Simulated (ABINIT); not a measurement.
# SiC (Moissanite) (P6_3mc) in ABINIT: notebook, part 2 of 2

ABINIT 10.8.3 (patched build).

**3. Band structure, BLYP**

Contents of run.abi:

```
# Datasets: ground state, then fixed potential
ndtset 2

# Pseudopotentials
pp_dirpath "./"
pseudos "Si.upf, C.upf"

# Structure
acell 3.076 3.076 5.048 Angstrom
rprim
     1.0000000000     0.0000000000     0.0000000000
    -0.5000000000     0.8660254038     0.0000000000
     0.0000000000     0.0000000000     1.0000000000
ntypat 2
znucl 14 6
natom 4
typat 1 1 2 2
xred
     0.6666666667     0.3333333333     0.5000000000
     0.3333333333     0.6666666667     0.0000000000
     0.6666666667     0.3333333333     0.8850000000
     0.3333333333     0.6666666667     0.3850000000

# Plane-wave basis
ecut 41.0

# Exchange and correlation
ixc -106131

# Bands and occupations
occopt 3
tsmear 0.00183747

# SCF cycle
nstep 100

# Output
iomode 3
prtwf 0
prteig 0
prtebands 0
prtden1 1

# Dataset 1
kptopt1 1
ngkpt1 10 10 5
nshiftk1 1
shiftk1 0.0 0.0 0.0
nband1 12
tolvrs1 1.0e-10

# Dataset 2: bands along G-M-K-G-A-L-H-A
iscf2 -2
getden2 1
nband2 16
nbdbuf2 2
tolwfr2 1.0e-12
kptopt2 -7
ndivsm2 6
prteig2 1
kptbounds2
     0.0000000000     0.0000000000     0.0000000000
     0.5000000000     0.0000000000     0.0000000000
     0.3333333333     0.3333333333     0.0000000000
     0.0000000000     0.0000000000     0.0000000000
     0.0000000000     0.0000000000     0.5000000000
     0.5000000000     0.0000000000     0.5000000000
     0.3333333333     0.3333333333     0.5000000000
     0.0000000000     0.0000000000     0.5000000000
```

Potentials or basis: PseudoDojo NC SR PBE v0.4.1 standard.

Run with:

```
$ abinit run.abi > log 2>&1
```

run.abo:

```text
.Version 10.8.3 of ABINIT
 DATASET    1 : space group P6_3 m c (#186); Bravais hP (primitive hexag.)
================================================================================
 Values of the parameters that define the memory need for DATASET  1.
     intxc =       0    ionmov =       0      iscf =       7    lmnmax =       6
     lnmax =       6     mgfft =      60  mpssoang =       3    mqgrid =    3001
     natom =       4  nloc_mem =       1    nspden =       1   nspinor =       1
    nsppol =       1      nsym =      12    n1xccc =    2501    ntypat =       2
    occopt =       3   xclevel =       2
       mpw =        3562          nfft =       77760          nkpt =          42
================================================================================
================================================================================

 DATASET    2 : space group P6_3 m c (#186); Bravais hP (primitive hexag.)
================================================================================
 Values of the parameters that define the memory need for DATASET  2.
     intxc =       0    ionmov =       0      iscf =      -2    lmnmax =       6
     lnmax =       6     mgfft =      60  mpssoang =       3    mqgrid =    3001
     natom =       4  nloc_mem =       1    nspden =       1   nspinor =       1
    nsppol =       1      nsym =      12    n1xccc =    2501    ntypat =       2
    occopt =       3   xclevel =       2
       mpw =        3556          nfft =       77760          nkpt =          69
================================================================================
================================================================================

--------------------------------------------------------------------------------
------------- Echo of variables that govern the present computation ------------
--------------------------------------------------------------------------------
 -outvars: echo values of preprocessed input variables --------
            acell      5.8127975633E+00  5.8127975633E+00  9.5393374836E+00 Bohr
              amu      2.80855000E+01  1.20110000E+01
             ecut      4.10000000E+01 Hartree
           getden1          0
           getden2          1
             iscf1          7
             iscf2         -2
                       outvar_i_n : Printing only first  50 k-points.
              ixc     -106131
           jdtset        1    2
                       outvar_i_n : Printing only first  50 k-points.
           kptopt1          1
           kptopt2         -7
         kptrlatt       10    0    0      0   10    0      0    0    5
          kptrlen1     4.76966874E+01
          kptrlen2     3.00000000E+01
            natom           4
            nband1         12
            nband2         16
           nbdbuf1          0
           nbdbuf2          2
           ndtset           2
           ndivsm1          0
           ndivsm2          6
            ngfft          36      36      60
             nkpt1         42
             nkpt2         69
            nstep         100
             nsym          12
           ntypat           2
           occopt           3
        prtebands           0
           prteig1          0
           prteig2          1
            prtwf           0
            rprim      1.0000000000E+00  0.0000000000E+00  0.0000000000E+00
[... 653 lines left out ...]
lattice_angles: [ 90.000,  90.000, 120.000, ] # degrees, (23, 13, 12)
lattice_volume:   2.7913818E+02
convergence: {deltae:  0.000E+00, res2:  0.000E+00, residm:  9.992E-13, diffor:  0.000E+00, }
etotal    :  -2.03810948E+01
entropy   :   0.00000000E+00
fermie    :   3.28794097E-01
cartesian_stress_tensor: null
pressure_GPa: null
xred      :
- [  6.6667E-01,   3.3333E-01,   5.0000E-01, Si]
- [  3.3333E-01,   6.6667E-01,   0.0000E+00, Si]
- [  6.6667E-01,   3.3333E-01,   8.8500E-01,  C]
- [  3.3333E-01,   6.6667E-01,   3.8500E-01,  C]
cartesian_forces: null
force_length_stats: {min: null, max: null, mean: null, }
...

 Integrated electronic density in atomic spheres:
 ------------------------------------------------
 Atom  Sphere_radius  Integrated_density
    1        2.00000          1.94921530
    2        2.00000          1.94921530
    3        2.00000          4.29944155
    4        2.00000          4.29944155
================================================================================

 ----iterations are completed or convergence reached----

 Mean square residual over all n,k,spin=   51.491E-14; max=  99.919E-14
 reduced coordinates (array xred) for    4 atoms
       0.666666666667      0.333333333333      0.500000000000
       0.333333333333      0.666666666667      0.000000000000
       0.666666666667      0.333333333333      0.885000000000
       0.333333333333      0.666666666667      0.385000000000

 cartesian coordinates (angstrom) at end:
    1      1.53800000000000     0.88796471402960     2.52400000000000
    2     -0.00000000000000     1.77592942805920     0.00000000000000
    3      1.53800000000000     0.88796471402960     4.46748000000000
    4     -0.00000000000000     1.77592942805920     1.94348000000000
 length scales=  5.812797563292  5.812797563292  9.539337483582 bohr
              =  3.076000000000  3.076000000000  5.048000000000 angstroms
 Eigenvalues (hartree) for nkpt=  69  k points:
 kpt#   1, nband= 16, wtk=  1.00000, kpt=  0.0000  0.0000  0.0000 (reduced coord)
  -0.29382   -0.16743   -0.03369    0.22297    0.22297    0.26927    0.26927    0.27975
   0.45656    0.50824    0.52528    0.52528    0.56322    0.60561    0.60561    0.70568
 kpt#   2, nband= 16, wtk=  1.00000, kpt=  0.0455  0.0000  0.0000 (reduced coord)
  -0.29251   -0.16630   -0.03248    0.21527    0.22065    0.26427    0.26853    0.27886
   0.46207    0.50903    0.52350    0.52833    0.56601    0.60249    0.60916    0.69052
 kpt#   3, nband= 16, wtk=  1.00000, kpt=  0.0909  0.0000  0.0000 (reduced coord)
  -0.28859   -0.16294   -0.02888    0.19485    0.21433    0.25018    0.26614    0.27610
   0.47237    0.50971    0.52409    0.53694    0.56951    0.59793    0.61911    0.66469
 kpt#   4, nband= 16, wtk=  1.00000, kpt=  0.1364  0.0000  0.0000 (reduced coord)
  -0.28208   -0.15744   -0.02299    0.16676    0.20542    0.22933    0.26201    0.27119
   0.46999    0.51893    0.53245    0.54923    0.55828    0.60670    0.63326    0.64237
 kpt#   5, nband= 16, wtk=  1.00000, kpt=  0.1818  0.0000  0.0000 (reduced coord)
  -0.27306   -0.14996   -0.01502    0.13516    0.19533    0.20424    0.25645    0.26370
   0.45599    0.52748    0.53849    0.55203    0.56145    0.61989    0.63038    0.64837
 kpt#   6, nband= 16, wtk=  1.00000, kpt=  0.2273  0.0000  0.0000 (reduced coord)
  -0.26161   -0.14080   -0.00545    0.10309    0.17685    0.18515    0.25007    0.25321
[... 176 lines left out ...]
  -0.23139   -0.23139    0.11890    0.11890    0.18569    0.18569    0.21676    0.21676
   0.49128    0.49128    0.54289    0.54289    0.59942    0.59942    0.63504    0.63504
 kpt#  66, nband= 16, wtk=  1.00000, kpt=  0.0769  0.0769  0.5000 (reduced coord)
  -0.23973   -0.23973    0.12142    0.12142    0.20402    0.20402    0.22881    0.22881
   0.50093    0.50093    0.53623    0.53623    0.58515    0.58515    0.62988    0.62988
 kpt#  67, nband= 16, wtk=  1.00000, kpt=  0.0513  0.0513  0.5000 (reduced coord)
  -0.24575   -0.24575    0.12079    0.12079    0.22360    0.22360    0.23748    0.23748
   0.50483    0.50483    0.53648    0.53648    0.56596    0.56596    0.62805    0.62805
 kpt#  68, nband= 16, wtk=  1.00000, kpt=  0.0256  0.0256  0.5000 (reduced coord)
  -0.24938   -0.24938    0.11973    0.11973    0.23862    0.23862    0.24263    0.24263
   0.49984    0.49984    0.54504    0.54504    0.55392    0.55392    0.62290    0.62290
 kpt#  69, nband= 16, wtk=  1.00000, kpt=  0.0000  0.0000  0.5000 (reduced coord)
  -0.25060   -0.25060    0.11929    0.11929    0.24432    0.24432    0.24432    0.24432
   0.49641    0.49641    0.55018    0.55018    0.55018    0.55018    0.61952    0.61952

== END DATASET(S) ==============================================================
================================================================================

 -outvars: echo values of variables after computation  --------
            acell      5.8127975633E+00  5.8127975633E+00  9.5393374836E+00 Bohr
           etotal1    -2.0381094846E+01
            fcart1     1.8529083071E-28  1.0697771099E-28  1.4896673930E-02
                      -1.8529083071E-28 -1.0697771099E-28  1.4896673930E-02
                      -0.0000000000E+00 -0.0000000000E+00 -1.4896673930E-02
                      -0.0000000000E+00 -0.0000000000E+00 -1.4896673930E-02
            rprim      1.0000000000E+00  0.0000000000E+00  0.0000000000E+00
                      -5.0000000000E-01  8.6602540380E-01  0.0000000000E+00
                       0.0000000000E+00  0.0000000000E+00  1.0000000000E+00
           strten1    -3.9439925976E-04 -3.9439925995E-04 -2.4915919488E-04
                       0.0000000000E+00  0.0000000000E+00  0.0000000000E+00
           xangst      1.5380000000E+00  8.8796471403E-01  2.5240000000E+00
                      -2.8748683756E-17  1.7759294281E+00  0.0000000000E+00
                       1.5380000000E+00  8.8796471403E-01  4.4674800000E+00
                      -2.8748683756E-17  1.7759294281E+00  1.9434800000E+00
             xred      6.6666666667E-01  3.3333333333E-01  5.0000000000E-01
                       3.3333333333E-01  6.6666666667E-01  0.0000000000E+00
                       6.6666666667E-01  3.3333333333E-01  8.8500000000E-01
                       3.3333333333E-01  6.6666666667E-01  3.8500000000E-01
 Calculation completed.
```

It took 2.2 min on 1 thread of Arm Neoverse V1, shared host; peak memory 0.13 GiB.

What came out:

```yaml
Free_energy: -554.5978 eV
Pressure: 10.2 GPa
Largest_force: 0.766 eV/Å
Band_gap_on_the_k_mesh: 2.82 eV, indirect (least direct gap 4.35 eV)
Band_gap_along_the_path: 2.67 eV, indirect (least direct gap 4.35 eV)
Valence_electrons_inside_the_program's_atomic_spheres: Si 1.95; C 4.30
```

Forces in eV/Å, atoms in the order of the input:
```
Si   0.000  0.000  0.766
Si   0.000  0.000  0.766
C    0.000  0.000 -0.766
C    0.000  0.000 -0.766
```

Levels at the corners of the path, in eV from the valence-band top:
```csv
point,band 4,band 5,band 6,band 7,band 8,band 9,band 10,band 11,band 12,band 13
Γ,-1.55,-1.55,-0.29,-0.29,0.00,4.81,6.22,6.68,6.68,7.71
M,-6.47,-5.31,-3.49,-3.13,-1.48,2.87,4.43,6.93,7.43,9.86
K,-6.45,-6.45,-4.03,-3.93,-3.93,2.67,8.19,8.84,8.84,9.48
Γ,-1.55,-1.55,-0.29,-0.29,0.00,4.81,6.22,6.68,6.68,7.71
A,-4.37,-0.96,-0.96,-0.96,-0.96,5.90,5.90,7.36,7.36,7.36
L,-8.32,-2.65,-2.65,-2.30,-2.30,3.45,3.45,5.22,5.22,10.56
H,-7.83,-5.71,-5.71,-1.73,-1.73,5.05,5.05,6.23,6.23,10.35
A,-4.37,-0.96,-0.96,-0.96,-0.96,5.90,5.90,7.36,7.36,7.36
```

Caveat: the potentials were made for another functional, which shifts forces and pressure; the mesh misses the band edges, which the band path finds closer together.
